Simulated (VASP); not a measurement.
# Cr (P6_3/mmc) in VASP: further runs

Aim: see how the results for Cr move with the level of theory and the settings. Levels: AM05, PW91, r2SCAN, SCAN. Tasks: relaxation of cell and atoms.

Program: VASP 6.6.1. These are calculated values, not measurements. Logs are shortened: lines on timing, memory, paths and dates and some standing lists are left out, and cuts for length are marked.

## (1) The structure

The structure is hexagonal, space group P6_3/mmc (No. 194). The conventional cell has a = 2.714 Å, b = 2.714 Å, c = 4.410 Å, α = 90.00°, β = 90.00°, γ = 120.00°. Cr (site symmetry -6m2) is surrounded by 12 Cr at 2.71 Å.

This isn't the form of Cr at room conditions, which is bcc.

## (2) Relaxation of cell and atoms, AM05, collinear spin, ferromagnetic start

The input, INCAR:

```
PREC = Accurate
ENCUT = 600
EDIFF = 1E-6
ISMEAR = -1
SIGMA = 0.05
LREAL = F
LASPH = T
NELM = 150
ALGO = Fast
ISIF = 3
LWAVE = F
LCHARG = F
ISPIN = 2
MAGMOM = 3 3
LORBIT = 11
LMAXMIX = 4
GGA = AM
IBRION = 2
NSW = 60
EDIFFG = -0.005
```

The input, KPOINTS:

```
regular mesh
0
Gamma
  8 8 5
```

The input, POSCAR:

```
Cr
1.0
    2.7140000000      0.0000000000      0.0000000000
   -1.3570000000      2.3503929459      0.0000000000
    0.0000000000      0.0000000000      4.4100000000
Cr
2
Direct
    0.6666666667      0.3333333333      0.7500000000
    0.3333333333      0.6666666667      0.2500000000
```

Potentials or basis: VASP PAW PBE potentials, release 64 (Cr_pv).

Command:

```sh
cat potpaw_PBE.64/Cr_pv/POTCAR > POTCAR
mpirun -np 1 vasp_std > vasp.out
```

OUTCAR:

```text
PREC = Accurate
   ENCUT = 600
   EDIFF = 1E-6
   ISMEAR = -1
   LREAL = F
   LASPH = T
   NELM = 150
   ISIF = 3
   ISPIN = 2
   LORBIT = 11
   GGA = AM
   IBRION = 2
   NSW = 60
   EDIFFG = -0.005

 ion  position               nearest neighbor table
   1  0.667  0.333  0.750-   2 2.71   2 2.71   2 2.71   2 2.71   2 2.71   2 2.71
   2  0.333  0.667  0.250-   1 2.71   1 2.71   1 2.71   1 2.71   1 2.71   1 2.71

  LATTYP: Found a hexagonal cell.
 ALAT       =     2.7140000000
 C/A-ratio  =     1.6249078850

  Lattice vectors:

 A1 = (   2.7140000000,   0.0000000000,   0.0000000000)
 A2 = (  -1.3570000000,   2.3503929459,   0.0000000000)
 A3 = (   0.0000000000,   0.0000000000,   4.4100000000)

Analysis of symmetry for initial positions (statically):
=====================================================================
 Subroutine PRICEL returns:
 Original cell was already a primitive cell.

 Routine SETGRP: Setting up the symmetry group for a
 hexagonal supercell.

 Subroutine GETGRP returns: Found 24 space group operations
 (whereof 12 operations were pure point group operations)
 out of a pool of 24 trial point group operations.

The static configuration has the point symmetry D_3d.
 The point group associated with its full space group is D_6h.

Analysis of symmetry for dynamics (positions and initial velocities):
=====================================================================
 Subroutine PRICEL returns:
 Original cell was already a primitive cell.

 Routine SETGRP: Setting up the symmetry group for a
 hexagonal supercell.

 Subroutine GETGRP returns: Found 24 space group operations
 (whereof 12 operations were pure point group operations)
 out of a pool of 24 trial point group operations.

The dynamic configuration has the point symmetry D_3d.
 The point group associated with its full space group is D_6h.

Analysis of structural, dynamic, and magnetic symmetry:
=====================================================================
 Subroutine PRICEL returns:
 Original cell was already a primitive cell.

 Routine SETGRP: Setting up the symmetry group for a
 hexagonal supercell.

 Subroutine GETGRP returns: Found 24 space group operations
 (whereof 12 operations were pure point group operations)
 out of a pool of 24 trial point group operations.

The overall configuration has the point symmetry D_3d.
 The point group associated with its full space group is D_6h.

 Subroutine INISYM returns: Found 24 space group operations
 (whereof 12 operations are pure point group operations),
 and found     1 'primitive' translations

----------------------------------------------------------------------------------------

                                     Primitive cell

  volume of cell :      28.1312

  direct lattice vectors                    reciprocal lattice vectors
     2.714000000  0.000000000  0.000000000     0.368459838  0.212730387  0.000000000
    -1.357000000  2.350392946  0.000000000     0.000000000  0.425460773  0.000000000
     0.000000000  0.000000000  4.410000000     0.000000000  0.000000000  0.226757370

  length of vectors
     2.714000000  2.714000000  4.410000000     0.425460773  0.425460773  0.226757370

  position of ions in fractional coordinates (direct lattice)
     0.666666667  0.333333333  0.750000000
     0.333333333  0.666666667  0.250000000

  ion indices of the primitive-cell ions
   primitive index   ion index
                 1           1
                 2           2

----------------------------------------------------------------------------------------

 KPOINTS: regular mesh

Automatic generation of k-mesh.
 Grid dimensions read from file:
 generate k-points for:    8    8    5

 Generating k-lattice:

  Cartesian coordinates                     Fractional coordinates (reciprocal lattice)
     0.046057480  0.026591298  0.000000000     0.125000000  0.000000000  0.000000000
     0.000000000  0.053182597  0.000000000     0.000000000  0.125000000  0.000000000
     0.000000000  0.000000000  0.045351474     0.000000000  0.000000000  0.200000000

  Length of vectors
     0.053182597  0.053182597  0.045351474

  Shift w.r.t. Gamma in fractional coordinates (k-lattice)
     0.000000000  0.000000000  0.000000000

 Subroutine IBZKPT returns following result:
 ===========================================

 Found     30 irreducible k-points:

 Following reciprocal coordinates:
            Coordinates               Weight
  0.000000  0.000000  0.000000      1.000000
  0.125000 -0.000000  0.000000      6.000000
  0.250000 -0.000000  0.000000      6.000000
  0.375000 -0.000000  0.000000      6.000000
  0.500000 -0.000000  0.000000      3.000000
  0.125000  0.125000  0.000000      6.000000
[... 16 lines left out ...]
  0.250000 -0.000000  0.400000     12.000000
  0.375000 -0.000000  0.400000     12.000000
 [... further k-points ...]
   k-points           NKPTS =     30   k-points in BZ     NKDIM =     30   number of bands    NBANDS=     19
   number of dos      NEDOS =    301   number of ions     NIONS =      2
   total plane-waves  NPLWV =  20736
   dimension x,y,z NGX =    24 NGY =   24 NGZ =   36
   dimension x,y,z NGXF=    48 NGYF=   48 NGZF=   72
   ions per type =               2
   NGX,Y,Z   is equivalent  to a cutoff of  14.70, 14.70, 13.57 a.u.
   NGXF,Y,Z  is equivalent  to a cutoff of  29.40, 29.40, 27.14 a.u.
 SYSTEM =  unknown system
   PREC   = accura    normal or accurate (medium, high low for compatibility)
   ISTART =      0    job   : 0-new  1-cont  2-samecut
   ICHARG =      2    charge: 1-file 2-atom 10-const
   ISPIN  =      2    spin polarized calculation?
   LNONCOLLINEAR =      F non collinear calculations
   LSORBIT =      F    spin-orbit coupling
   LASPH  =      T    aspherical Exc in radial PAW
   ENCUT  =  600.0 eV  44.10 Ry    6.64 a.u.   5.42  5.42  8.81*2*pi/ulx,y,z
   NELM   =    150;   NELMIN=  2; NELMDL= -5     # of ELM steps
   EDIFF  = 0.1E-05   stopping-criterion for ELM
   LREAL  =      F    real-space projection
   EDIFFG = -.5E-02   stopping-criterion for IOM
   NSW    =     60    number of steps for IOM
   IBRION =      2    ionic relax: 0-MD 1-quasi-New 2-CG
   NFREE  =      1    steps in history (QN), initial steepest desc. (CG)
   ISIF   =      3    stress and relaxation
   ISYM   =      2    0-nonsym 1-usesym 2-fastsym
   POTIM  = 0.5000    time-step for ionic-motion
   TEBEG  =    0.0;   TEEND  =   0.0 temperature during run
   PSTRESS=    0.0 pullay stress
   NELECT =      24.0000    total number of electrons
   NUPDOWN=      -1.0000    fix difference up-down
   EMIN   =  10.00;   EMAX   =-10.00  energy-range for DOS
   EFERMI =   0.00;   METHOD = LEGACY
   ISMEAR =    -1;   SIGMA  =   0.05  broadening in eV -4-tet -1-fermi 0-gaus
   EFERMI_NEDOS =   21; number of points for ismear=-14 and -15
   IALGO  =     68    algorithm
   IMIX   =      4    mixing-type and parameters
     AMIX     =   0.40;   BMIX     =  1.00
     AMIX_MAG =   1.60;   BMIX_MAG =  1.00
  volume/ion in A,a.u.               =      14.07        94.92
  Fermi-wavevector in a.u.,A,eV,Ry     =   1.552681  2.934142 32.801180  2.410819
  Thomas-Fermi vector in A             =   2.657021
   LORBIT       =     11    0 simple, 1 ext, 2 COOP (PROOUT), +10 PAW based schemes
   GGA     = AM    functional components
   LHFCALC =     F    Hartree Fock is set to
   AEXX    =    0.0000 exact exchange contribution
   IVDW    =     0    specifies the selected vdW correction
   LEPSILON=     F    determine dielectric tensor
   LRPA    =     F    only Hartree local field effects (RPA)
 conjugate gradient relaxation of ions
 spin polarized calculation
 RMM-DIIS sequential band-by-band and
  energy-cutoff  :      600.00
  volume of cell :       28.13
 maximum number of plane-waves:       966
 NGX is ok and might be reduce to    24
   NGX = 11   NGY = 11   NGZ = 17

--------------------------------------- Ionic step        1  -------------------------------------------

 number of electron      24.0000013 magnetization       1.8863381

 Free energy of the ion-electron system (eV)
  ---------------------------------------------------
  ext. energy  EPLUGINS =         0.00000000
  ---------------------------------------------------
  free energy    TOTEN  =       -18.42872999 eV

  energy without entropy =      -18.39844384  energy(sigma->0) =      -18.41358691

 E-fermi :   8.1467     XC(G=0): -12.6755

 val. band max:        8.1457094714   @ k =   0.0000   0.0000   0.4000
 cond. band min:       8.1580609009   @ k =   0.2500  -0.0000   0.0000
 fundamental gap:      0.0123514296
 Fermi energy:         8.1467102902

 spin component 1

 k-point     1 :       0.0000    0.0000    0.0000
  band No.  band energies     occupation
      1     -35.1267      1.00000
      2     -34.7744      1.00000
      3     -34.7744      1.00000
      4     -34.7076      1.00000
      5     -34.7076      1.00000
      6     -34.6356      1.00000
[... 1154 lines left out ...]
  FREE ENERGIE OF THE ION-ELECTRON SYSTEM (eV)
  ---------------------------------------------------
  free  energy   TOTEN  =       -19.1057445693 eV

  energy  without entropy=      -19.0664931912  energy(sigma->0) =      -19.08611888

[... ionic steps 4 to 17 ...]

--------------------------------------- Ionic step       18  -------------------------------------------

 number of electron      23.9999999 magnetization       0.0000022

------------------------ aborting loop because EDIFF is reached ----------------------------------------

  FORCE on cell =-STRESS in cart. coord.  units (eV):
  Direction    XX          YY          ZZ          XY          YZ          ZX
  --------------------------------------------------------------------------------------
  -------------------------------------------------------------------------------------
  Total       -0.0057720     -0.0057720      0.0318313     -0.0000000     -0.0000000     -0.0000000
  in kB       -0.4057305     -0.4057305      2.2375259     -0.0000000     -0.0000000     -0.0000000
  external PRESSURE =       0.4753550 kB  Pullay stress =       0.0000000 kB
[... 59 lines left out ...]
--------------------------------------- Ionic step       20  -------------------------------------------

 number of electron      23.9999999 magnetization       0.0000005

 number of electron      23.9999999 magnetization      -0.0000004

 Free energy of the ion-electron system (eV)
  ---------------------------------------------------
  ext. energy  EPLUGINS =         0.00000000
  ---------------------------------------------------
  free energy    TOTEN  =       -19.18504559 eV

  energy without entropy =      -19.15631695  energy(sigma->0) =      -19.17068127

 E-fermi :  10.8930     XC(G=0): -13.8795

 val. band max:       10.8870292561   @ k =   0.3750   0.2500   0.0000
 cond. band min:      10.8976163899   @ k =   0.1250  -0.0000   0.0000
 fundamental gap:      0.0105871338
 Fermi energy:        10.8929797442

 spin component 1

 k-point     1 :       0.0000    0.0000    0.0000
  band No.  band energies     occupation
      1     -32.2542      1.00000
      2     -31.4690      1.00000
      3     -31.2807      1.00000
      4     -31.2807      1.00000
      5     -31.2064      1.00000
      6     -31.2064      1.00000
[... 1080 lines left out ...]
  FREE ENERGIE OF THE ION-ELECTRON SYSTEM (eV)
  ---------------------------------------------------
  free  energy   TOTEN  =       -19.1850455919 eV

  energy  without entropy=      -19.1563169526  energy(sigma->0) =      -19.17068127

 reached required accuracy - stopping structural energy minimisation

 total charge

# of ion       s       p       d       tot
------------------------------------------
    1        0.442   6.392   4.275  11.108
    2        0.442   6.392   4.275  11.108
--------------------------------------------------
tot          0.884  12.784   8.549  22.217

 magnetization (x)

# of ion       s       p       d       tot
------------------------------------------
    1        0.000  -0.000   0.000   0.000
    2        0.000  -0.000   0.000   0.000
--------------------------------------------------
tot          0.000  -0.000   0.000   0.000
```

Wall time 4.7 min (1 thread of Intel Xeon Platinum 8488C (Sapphire Rapids), shared host); peak memory 0.19 GiB.

What came out:

* Free energy: -19.1850 eV
* Relaxed volume: 11.40 Å³/atom
* Relaxed cell: a = 2.451 Å, b = 2.451 Å, c = 4.381 Å, α = 90.00°, β = 90.00°, γ = 120.00°
* Space group after relaxing (to 0.05 Å): P6_3/mmc (No. 194)
* Energy gained by relaxing: 378.2 meV/atom
* Ionic steps: 20
* Pressure after relaxing: 0.1 GPa
* Band gap on the k mesh: none (metal or under the smearing width)
* Net moment: 0.00 μB per cell
* Valence electrons inside the program's atomic spheres: Cr 11.11

Step by step:
| step | energy change (eV) | largest force (eV/Å) | pressure (GPa) | volume (Å³) |
| --- | --- | --- | --- | --- |
| 1 | 0.0000 | 0.0000 | -31.92 | 28.13 |
| 2 | 0.3821 | 0.0000 | 91.18 | 18.19 |
| 3 | -0.6770 | 0.0000 | -2.26 | 22.95 |
| 4 | -0.6786 | 0.0000 | -0.24 | 22.78 |
| 5 | -0.6786 | 0.0000 | 0.87 | 22.68 |
| 6 | -0.7244 | 0.0000 | 2.45 | 22.53 |
| 7 | -0.6337 | 0.0000 | 13.07 | 21.97 |
| 8 | -0.7456 | 0.0000 | 4.10 | 22.42 |
| 9 | -0.7478 | 0.0000 | 5.98 | 22.32 |
| 10 | -0.7488 | 0.0000 | 5.02 | 22.36 |
| 11 | -0.7334 | 0.0000 | -7.37 | 23.54 |
| 12 | -0.7561 | 0.0000 | 0.37 | 22.79 |
| 13 | -0.7563 | 0.0000 | -0.44 | 22.83 |
| 14 | -0.7563 | 0.0000 | -0.10 | 22.81 |
| 15 | -0.7563 | 0.0000 | -0.14 | 22.81 |
| 16 | -0.7563 | 0.0000 | -0.14 | 22.81 |
| 17 | -0.7563 | 0.0000 | -0.11 | 22.79 |
| 18 | -0.7563 | 0.0000 | 0.05 | 22.79 |
| 19 | -0.7563 | 0.0000 | -0.14 | 22.80 |
| 20 | -0.7563 | 0.0000 | 0.05 | 22.80 |

Final structure:
```xyz
2
Lattice="2.4512 0.0000 0.0000 -1.2256 2.1228 0.0000 0.0000 0.0000 4.3813" Properties=species:S:1:pos:R:3 pbc="T T T"
Cr    1.2256    0.7076    3.2859
Cr    0.0000    1.4152    1.0953
```

Caveat: the starting moments collapsed, and a magnetic state may lie lower; the volume moved by over 15 % at a fixed basis, so the end points are rough; the PAW data sets were made with another functional, which shifts forces and pressure a little.

## (3) Relaxation of cell and atoms, PW91, collinear spin, ferromagnetic start

INCAR: that of step 2 with these lines changed.

```diff
@@ -16,3 +16,3 @@
 LMAXMIX = 4
-GGA = AM
+GGA = 91
 IBRION = 2
```

KPOINTS is that of step 2.

POSCAR is that of step 2.

Potentials or basis: VASP PAW PBE potentials, release 64 (Cr_pv).

Command:

```sh
cat potpaw_PBE.64/Cr_pv/POTCAR > POTCAR
mpirun -np 1 vasp_std > vasp.out
```

Wall time 7.8 min (1 thread of Intel Xeon Platinum 8488C (Sapphire Rapids), shared host); peak memory 0.19 GiB.

Results (log left out):

| Item | Value |
| --- | --- |
| Free energy | -18.1771 eV |
| Relaxed volume | 11.87 Å³/atom |
| Relaxed cell | a = 2.480 Å, b = 2.480 Å, c = 4.457 Å, α = 90.00°, β = 90.00°, γ = 120.00° |
| Space group after relaxing (to 0.05 Å) | P6_3/mmc (No. 194) |
| Energy gained by relaxing | 266.6 meV/atom |
| Ionic steps | 18 |
| Pressure after relaxing | 0.0 GPa |
| Band gap on the k mesh | none (metal or under the smearing width) |
| Net moment | 0.00 μB per cell |
| Valence electrons inside the program's atomic spheres | Cr 11.04 |

The path:
```tsv
step	energy change (eV)	largest force (eV/Å)	pressure (GPa)	volume (Å³)
1	0.0000	0.0000	-26.03	28.13
2	0.1607	0.0000	60.95	19.81
3	-0.4526	0.0000	-0.46	23.74
4	-0.4530	0.0000	0.28	23.66
5	-0.4530	0.0000	1.10	23.57
6	-0.5041	0.0000	2.68	23.42
7	-0.3673	0.0000	14.11	22.80
8	-0.5233	0.0000	4.52	23.30
9	-0.5252	0.0000	5.25	23.24
10	-0.5082	0.0000	-7.45	24.56
11	-0.5326	0.0000	0.38	23.73
12	-0.5326	0.0000	0.38	23.71
13	-0.5314	0.0000	2.43	23.51
14	-0.5326	0.0000	0.68	23.69
15	-0.5326	0.0000	0.57	23.70
16	-0.5331	0.0000	-0.13	23.76
17	-0.5332	0.0000	0.07	23.74
18	-0.5332	0.0000	0.05	23.74
```

Final structure:
```
Cr
1.0
     2.48011    0.00000    0.00000
    -1.24005    2.14784    0.00000
     0.00000    0.00000    4.45689
Cr
2
Direct
  0.66667 0.33333 0.75000
  0.33333 0.66667 0.25000
```

Levels at points of the mesh, in eV from the Fermi level:
Spin up:
```tsv
k point	band 9	band 10	band 11	band 12	band 13	band 14	band 15	band 16
(0.00, 0.00, 0.00)	-1.32	-0.40	-0.40	-0.29	-0.07	-0.07	1.03	1.03
(0.50, 0.00, 0.00)	-3.45	-1.01	-0.60	-0.37	-0.18	2.23	2.80	2.92
```
Spin down:
```tsv
k point	band 10	band 11	band 12	band 13	band 14	band 15
(0.00, 0.00, 0.00)	-0.40	-0.40	-0.29	-0.07	-0.07	1.03
(0.50, 0.00, 0.00)	-1.01	-0.60	-0.37	-0.18	2.23	2.80
```

Caveat: the starting moments collapsed, and a magnetic state may lie lower; the volume moved by over 15 % at a fixed basis, so the end points are rough; the PAW data sets were made with another functional, which shifts forces and pressure a little.

(Continued in part 2 of 2.)
